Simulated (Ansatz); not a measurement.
LiH (h-MgO type): G0W0 against its settings

LiH built on the h-MgO prototype, relaxed with r2SCAN; one-shot G0W0 in Ansatz without spin-orbit coupling. No spin polarisation and no zero-point or thermal motion; the cell was built from a prototype and may be hypothetical.

```cif
data_structure
_symmetry_space_group_name_H-M 'P 1'
_symmetry_Int_Tables_number 1
_cell_length_a 3.2548
_cell_length_b 3.2548
_cell_length_c 4.0691
_cell_angle_alpha 90.000
_cell_angle_beta 90.000
_cell_angle_gamma 120.000
_cell_volume 37.33
loop_
_atom_site_label
_atom_site_type_symbol
_atom_site_fract_x
_atom_site_fract_y
_atom_site_fract_z
_atom_site_occupancy
Li1 Li 0.33333 0.66667 0.25000 1
Li2 Li 0.66667 0.33333 0.75000 1
H1 H 0.66667 0.33333 0.25000 1
H2 H 0.33333 0.66667 0.75000 1
```

Gaps are read over the mesh points alone. G0W0 here is at a finite number of bands, screening cutoff and k mesh, not at the basis limit.
```tsv
start	potentials	frequency model	mesh	empty bands	screening cutoff (eV)	Kohn-Sham gap (eV)	G0W0 gap (eV)	rough cost
PBE	PAW	contour deformation	6×6×4	60	80	1.84	3.60	11 core-seconds
PBE	PAW	contour deformation	6×6×4	140	140	1.84	3.75	40 core-seconds
PBE	PAW	contour deformation	6×6×4	257	210	1.84	3.82	2.5 core-minutes
HSE06	PAW	contour deformation	6×6×4	140	140	2.74	4.35	90 core-seconds
LDA	PAW	contour deformation	6×6×4	140	140	1.45	3.57	40 core-seconds
r2SCAN	PAW	contour deformation	6×6×4	140	140	2.34	4.14	50 core-seconds
PBE	PAW	Godby-Needs pole	6×6×4	140	140	1.84	3.75	50 core-seconds
PBE	PAW	contour deformation	6×6×6	60	80	1.84	3.62	19 core-seconds
PBE	norm-conserving	contour deformation	6×6×4	140	140	1.84	3.75	80 core-seconds
```

G0W0 moves the gap on the mesh from 1.84 eV (PBE) to 3.82 eV (Γ to K). Renormalisation factors Z lie between 0.66 and 0.81.

Raising bands and cutoff together moves the gap by +0.15 eV (80 to 140 eV), then +0.07 eV (140 to 210 eV); the last step is still large, so the basis limit isn't reached. Starting from HSE06 (2.74 eV against PBE's 1.84 eV) gives 4.35 eV, +0.60 eV from G0W0@PBE at the same screening cutoff. Starting from LDA (1.45 eV against PBE's 1.84 eV) gives 3.57 eV, -0.18 eV from G0W0@PBE at the same screening cutoff. Starting from r2SCAN (2.34 eV against PBE's 1.84 eV) gives 4.14 eV, +0.39 eV from G0W0@PBE at the same screening cutoff. The Godby-Needs plasmon pole differs from contour deformation by 0.00 eV. A 6×6×6 mesh in place of 6×6×4 changes the opening over PBE by +0.01 eV (the gap on the mesh by +0.02 eV). Norm-conserving potentials (wave cutoff 1034 eV against 420 eV) shift the quasiparticle gap by 0.00 eV and the PBE gap by 0.00 eV. r2SCAN runs take a wave cutoff of 500 eV.
